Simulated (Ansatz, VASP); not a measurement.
AlN in VASP and in Ansatz

```xyz
4
Lattice="0.0000 -2.0522 -2.0522 0.0000 2.0522 -2.0522 4.1044 0.0000 0.0000" Properties=species:S:1:pos:R:3 pbc="T T T"
Al    0.0000   -0.1190   -2.0522
Al    2.0522    0.1190    0.0000
N     2.0522    0.0432   -2.0522
N     0.0000    2.0090   -2.0522
```

Change from the starting cell: mode 4 frozen in at -0.118 Å, equal normal strain along x, y and z +0.0083.

Alike in both runs: task single point; functional PBE; k mesh 8 × 8 × 6; occupations gaussian, width 0.05 eV; no spin polarisation.

```csv
,VASP,Ansatz
version,VASP 6.6.1,Ansatz 0.2.0
potentials or method,"VASP PAW PBE potentials, release 64 (Al, N)","scalar-relativistic, plane waves, PAW"
plane-wave cutoff (eV),520,520
valence electrons in the cell,16,16
```

```tsv
	VASP	Ansatz	Ansatz less VASP
gap on the k mesh at the Fermi level (eV)	4.10	4.13	+0.021
least direct gap on the mesh (eV)	4.19	4.21	+0.021
pressure (GPa)	-5.0	-4.7	+0.27
largest component of the traceless stress (GPa)	2.02	2.02	-0.004
rms of the force components (eV/Å)	0.479	0.479	+0.0003
```

Atom by atom the forces differ by 0.000 eV/Å (rms over components).

Caveats: forces of over 1 eV/Å show positions far from the minimum, so gaps and moduli don't describe the material at rest. A k mesh can miss the band edges.
